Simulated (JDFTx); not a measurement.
The system is WS2 (Tungstenite).

```
W S
1.0
     3.18000    0.00000    0.00000
    -1.59000    2.75396    0.00000
     0.00000    0.00000   12.50000
W S
2 4
Direct
  0.66667 0.33333 0.75000
  0.33333 0.66667 0.25000
  0.66667 0.33333 0.37500
  0.33333 0.66667 0.87500
  0.66667 0.33333 0.12500
  0.33333 0.66667 0.62500
```

| Quantity | Value |
| --- | --- |
| Program | JDFTx 1.7.0 (patched build) |
| Task | relaxation of cell and atoms |
| Functional | LDA |
| Potentials or basis | PseudoDojo-SR-LDA-0.4.1-standard with smoothed tails |
| Cutoff | 952 eV |
| Density cutoff | 7619 eV |
| k mesh | 5 × 5 × 2 |
| Occupations | fermi-dirac, width 0.05 eV |
| Spin | no spin polarisation |

At the start: pressure -5.9 GPa; volume 18.24 Å³/atom.

Task: Where does the relaxation end?

Result: Over 22 steps the energy falls by 15.6 meV/atom and the volume is 17.14 Å³/atom (-6.1 %); space group P6_3/mmc (No. 194, to 0.05 Å).

Step by step:
```
step  energy change (eV)  largest force (eV/Å)  pressure (GPa)  volume (Å³)
   1              0.0000                0.3886           -5.93       109.47
   2             -0.0253                0.2231           -4.71       108.87
   3             -0.0597                0.0761           -2.15       107.47
   4             -0.0718                0.1595           -0.97       106.60
   5             -0.0799                0.2311            0.56       105.32
   6             -0.0811                0.2242            1.06       104.73
   7             -0.0827                0.1541            1.20       104.10
   8             -0.0882                0.0436           -0.12       103.98
   9             -0.0882                0.0241           -0.01       103.99
  10             -0.0889                0.0139            0.08       104.05
  11             -0.0896                0.0231            0.03       104.06
  12             -0.0906                0.0679            0.11       103.95
  13             -0.0912                0.1091            0.10       103.59
  14             -0.0912                0.1093            0.10       103.59
  15             -0.0917                0.0804           -0.05       103.60
  16             -0.0925                0.0313           -0.20       103.51
  17             -0.0929                0.0225           -0.10       103.34
  18             -0.0931                0.0334            0.08       103.13
  19             -0.0933                0.0076            0.17       102.56
  20             -0.0935                0.0124           -0.14       102.85
  21             -0.0935                0.0059           -0.11       102.86
  22             -0.0935                0.0019           -0.05       102.84
```

Final structure:
```
W S
1.0
     3.12507    0.00000    0.00000
    -1.56253    2.70639    0.00000
     0.00000    0.00000   12.15996
W S
2 4
Direct
  0.66667 0.33333 0.75000
  0.33333 0.66667 0.25000
  0.66667 0.33333 0.37837
  0.33333 0.66667 0.87837
  0.66667 0.33333 0.12163
  0.33333 0.66667 0.62163
```

Caveat: the k mesh is coarse (spacing up to 0.46 Å⁻¹), so the values aren't converged; the plane waves are those of the starting cell, so after so large a change of volume the result is rough.
